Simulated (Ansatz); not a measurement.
Input of an Ansatz 0.2.0 run:

The input input.yaml:

```yaml
crystal:
  lattice:
    - [0.0, 3.39084, 3.39084]
    - [3.39084, 0.0, 3.39084]
    - [3.39084, 3.39084, 0.0]
  atoms:
    - { symbol: Sn, position: [0.0, 0.0, 0.0] }
    - { symbol: Se, position: [0.75, 0.75, 0.75] }
hamiltonian:
  xc: { exchange: r2scan, correlation: r2scan, exx: { coeff: 0.15 } }
  pseudopotentials: { kind: paw }
kpoints:
  mp_grid: { grid: [4, 4, 4] }
scf:
  occupations: { method: fermi_dirac, width: 0.05 }
output:
  forces: true
  stress: true
  eigenvalues: true
```

Potentials or basis: Ansatz PAW.

The run is started by

```sh
$ ansatz run input.yaml --threads 2 --pin off --max-ram 5632MiB --backend cpu --events-out ev --progress --plain --runs-dir out
```

Problem. Estimate the pressure.

Solution. -1.0 GPa.

Problem. What does it give for the band gap on the k mesh?

Solution. 0.65 eV, indirect (least direct gap 1.37 eV).

Caveat: spin-orbit coupling is left out, which moves the levels of the heavy elements; the PAW data sets come from PBE, with cores solved anew for the run's functional, which leaves a small shift of forces and pressure; the thresholds are loose for stress. A k mesh can miss the band edges.
